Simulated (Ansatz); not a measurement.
A run of Ansatz 0.2.0 is set up as follows.

The input input.yaml:

```yaml
crystal:
  lattice:
    - [0.0, 2.735, 2.735]
    - [2.735, 0.0, 2.735]
    - [2.735, 2.735, 0.0]
  atoms:
    - { symbol: Ag, position: [0.0, 0.0, 0.0] }
    - { symbol: Cl, position: [0.5, 0.5, 0.5] }
kpoints:
  mp_grid: { grid: [8, 8, 8] }
  band_path:
    path:
      - [0.0, 0.0, 0.0]
      - [0.5, 0.0, 0.5]
      - [0.5, 0.25, 0.75]
      - [0.375, 0.375, 0.75]
      - [0.0, 0.0, 0.0]
      - [0.5, 0.5, 0.5]
      - [0.625, 0.25, 0.625]
      - [0.5, 0.25, 0.75]
    npoints: 6
scf:
  occupations: { method: fermi_dirac, width: 0.05 }
hamiltonian:
  xc: pbesol
  pseudopotentials: { kind: all_electron, lapw: { basis_error: 0.001 } }
output:
  forces: true
  stress: true
  eigenvalues: true
```

Potentials or basis: all-electron LAPW, scalar-relativistic.

Command:

```bash
$ ansatz run input.yaml --threads 1 --pin off --max-ram 3072MiB --backend cpu --events-out ev --progress --plain --runs-dir out
```

(1) Estimate the band gap along the path.

(2) What does it give for the band gap on the k mesh?

(3) Estimate the pressure.

Answers

(1) 0.73 eV, indirect (least direct gap 3.00 eV).

(2) 0.73 eV, indirect (least direct gap 3.18 eV).

(3) -0.7 GPa.

**What was measured.**

From a printed reference work, data compilation, for a bulk crystal of AgCl: band gap 3.249 eV (indirect).

Measured gap of AgCl: 3.249 eV (indirect; a printed reference work, data compilation). This calculation gives 0.73 eV (-2.52 eV). So large a miss can be the level of theory's own, or it may mean another phase, state or a wrong row. Spin-orbit coupling on Ag is left out. The value is that of PBEsol, without temperature or zero-point motion. Semilocal functionals fall short of measured gaps as a rule.
